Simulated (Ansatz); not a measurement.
**A vibration from a frozen displacement in NaCl**

Level of theory: DFT PBEsol, scalar-relativistic, plane waves, PAW in Ansatz. Cutoff 420 eV, Γ-centred 8×8×8 k-points, Gaussian smearing of 0.05 eV. No spin polarisation. Energies are free energies at this smearing, counted from the undisturbed cell; pressure is positive in compression.

The starting cell (as given, not relaxed at this level; it stands at -0.8 GPa):

```yaml
crystal:
  lattice:
    - [0.00000, 2.83175, 2.83175]
    - [2.83175, 0.00000, 2.83175]
    - [2.83175, 2.83175, 0.00000]
  atoms:
    - { symbol: Na, position: [0.00000, 0.00000, 0.00000] }
    - { symbol: Cl, position: [0.50000, 0.50000, 0.50000] }
```

Every Cl atom is moved by x along the Cartesian unit vector (0.707, -0.707, 0.000); the cell and all other atoms stay fixed. The cell's volume is 45.41 Å³; the moved atoms weigh 35.450 u together and the others 22.990 u. Some rows repeat others by symmetry and weren't run.

| x (Å) | ΔE (meV/cell) | total force on the moved atoms along the move (eV/Å) | pressure (GPa) |
| --- | --- | --- | --- |
| -0.5000 | 170.65 | 0.7601 | 1.7965 |
| -0.4375 | 127.10 | 0.6353 | 1.1816 |
| -0.3750 | 91.03 | 0.5209 | 0.6532 |
| -0.3125 | 61.79 | 0.4166 | 0.2098 |
| -0.2500 | 38.77 | 0.3213 | -0.1502 |
| -0.1875 | 21.47 | 0.2338 | -0.4285 |
| -0.1250 | 9.43 | 0.1523 | -0.6261 |
| -0.0625 | 2.34 | 0.0751 | -0.7442 |
| 0.0000 | 0.00 | 0.0000 | -0.7834 |
| 0.0625 | 2.34 | -0.0751 | -0.7442 |
| 0.1250 | 9.43 | -0.1523 | -0.6261 |
| 0.1875 | 21.47 | -0.2338 | -0.4285 |
| 0.2500 | 38.77 | -0.3213 | -0.1502 |
| 0.3125 | 61.79 | -0.4166 | 0.2098 |
| 0.3750 | 91.03 | -0.5209 | 0.6532 |
| 0.4375 | 127.10 | -0.6353 | 1.1816 |
| 0.5000 | 170.65 | -0.7601 | 1.7965 |

**Question.** What frequency belongs to this motion?

**Answer.** The force constant is k = −dF/dx = 1.202 eV/Å², from the parabola through x = -0.0625, 0 and 0.0625. In every cell the moved atoms swing against the rest, so the mass is μ = m₁m₂/(m₁ + m₂) = 13.946 u, and ν̃ = 521.5 cm⁻¹ × √(|k|/μ) = 153 cm⁻¹. To first order in x, and within 1 %, the force on every atom lies along the move and, within each of the two groups, in proportion to the atom's mass, so this is itself a mode at the zone centre of this cell, taken without macroscopic field (the transverse frequency in a polar insulator).

**Question.** How far does the harmonic law reach?

**Answer.** At x = -0.500 Å, kx²/2 = 150.19 meV against the computed 170.65 meV (+13.6 %): the well stiffens in this direction at large amplitude.

**Question.** The pressure changes with x². What does that say about the frequency under compression?

**Answer.** With E = k(V)x²/2, k ∝ V^(−2γ) and x scaling with the cell as V^(1/3), P − P0 = −∂E/∂V = (2γ − 2/3) ΔE/V. At x = 0.1250 Å, V(P − P0) = 45.41 × 0.15731 / 160.2 eV = 44.59 meV and ΔE = 9.43 meV, so γ = 1/3 + V(P − P0)/(2ΔE) = 2.70. This is the Grüneisen parameter of the motion under uniform scaling of the cell: shrinking the cell evenly by 1 % in volume raises the frequency by about 2.70 %.